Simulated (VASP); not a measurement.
**MgTe in VASP 6.6.1, single-point calculation**

INCAR

```
LREAL = .TRUE.
NSW = 0
ENCUT = 520
IBRION = -1
ISIF = 2
GGA = PE
PREC = Accurate
ISMEAR = -1
EDIFF = 1E-7
NBANDS = 16
NELM = 79
SIGMA = 0.02
LASPH = .TRUE.
AMIX = 0.6
LCHARG = .FALSE.
LWAVE = .FALSE.
```

KPOINTS

```
KPOINTS created by Atomic Simulation Environment
0
Gamma
6 6 4
0 0 0
```

POSCAR

```
Mg Te
 1.0000000000000000
     4.5776356482668819    0.0000000000000000   -0.0000000000000000
    -2.2888178241334409    3.9643487606683667    0.0000000000000000
    -0.0000000000000000   -0.0000000000000000    7.4550892569681482
 Mg  Te
   2   2
Cartesian
  0.0000000000000001  2.6428991737789116 -0.0045330819656569
  2.2888178241334414  1.3214495868894558  3.7230115465184168
  0.0000000000000000  2.6428991737789116  2.8001915533287125
  2.2888178241334414  1.3214495868894558  6.5277361818127870
```

The recommended PBE PAW datasets give the neutral cell 16 valence electrons.

Command

```
mpirun -np 1 vasp_std
```

**Question.** Predict the outcome of this run.

**Answer.** It converged. Results: gap between bands v and c on the k mesh 2.45 eV; least direct gap on the k mesh 2.45 eV; pressure 0.4 GPa; largest force 0.05 eV/Å. Band v is the last that the valence electrons fill when counted band by band, and c is the next.

OSZICAR

```
N       E                     dE             d eps       ncg     rms          rms(c)
DAV:   1     0.557781259511E+02    0.55778E+02   -0.52405E+03   672   0.762E+02
DAV:   2    -0.851822362482E+01   -0.64296E+02   -0.58922E+02   984   0.112E+02
DAV:   3    -0.130927871947E+02   -0.45746E+01   -0.45568E+01   920   0.323E+01
DAV:   4    -0.131767775615E+02   -0.83990E-01   -0.83986E-01   880   0.531E+00
DAV:   5    -0.131781527043E+02   -0.13751E-02   -0.13751E-02   936   0.649E-01    0.403E+00
DAV:   6    -0.127739539683E+02    0.40420E+00   -0.87141E-01   728   0.386E+00    0.238E+00
DAV:   7    -0.127881445264E+02   -0.14191E-01   -0.78802E-02   808   0.123E+00    0.132E+00
DAV:   8    -0.127931396316E+02   -0.49951E-02   -0.71910E-03   736   0.496E-01    0.235E-01
DAV:   9    -0.127930362277E+02    0.10340E-03   -0.45849E-04   856   0.130E-01    0.948E-02
DAV:  10    -0.127931339263E+02   -0.97699E-04   -0.10966E-04   752   0.503E-02    0.432E-02
DAV:  11    -0.127931494510E+02   -0.15525E-04   -0.22232E-05   808   0.227E-02    0.653E-03
DAV:  12    -0.127931502940E+02   -0.84300E-06   -0.21191E-06   832   0.703E-03    0.408E-03
DAV:  13    -0.127931502017E+02    0.92311E-07   -0.54044E-08   680   0.122E-03
   1 F= -.12793150E+02 E0= -.12793150E+02  d E =-.196236E-10
```

For comparison, a separate PBE run of the intended cell, on usual settings and not on those above, gives a gap of 2.45 eV on its mesh and a pressure of 0.7 GPa.
